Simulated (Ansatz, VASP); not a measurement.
# One calculation of Rh, two programs

```
Rh
1.0
     0.00000    1.68388    2.38101
     1.68388    0.00000    2.38101
     1.68388    1.68388    0.00000
Rh
1
Direct
  0.00000 0.00000 0.00000
```

Alike in both runs: task single point; functional PBEsol; k mesh 30 × 30 × 30; occupations gaussian, width 0.15 eV; no spin polarisation.

|  | VASP | Ansatz |
| --- | --- | --- |
| version | VASP 6.6.1 | Ansatz 0.2.0 |
| potentials or method | VASP PAW PBE potentials, release 64 (Rh_pv) | scalar-relativistic, plane waves, PAW |
| plane-wave cutoff (eV) | 520 | 420 |
| valence electrons in the cell | 15 | 17 |

|  | VASP | Ansatz | Ansatz less VASP |
| --- | --- | --- | --- |
| gap on the k mesh at the Fermi level (eV) | none | none | - |
| pressure (GPa) | 24.0 | 24.0 | -0.03 |
| largest component of the traceless stress (GPa) | 50.89 | 50.76 | -0.135 |

A gap of «none» marks a metal or a gap that the smearing closes. The functional is the same, so the differences come from potentials, cutoffs and numerics. The two sets of potentials don't hold the same shells in valence.

Caveats: so large a pressure means that the cell lies far from this level's equilibrium, or that cutoff or potentials fall short (VASP); the potentials were made for another functional, which shifts forces and pressure (VASP).
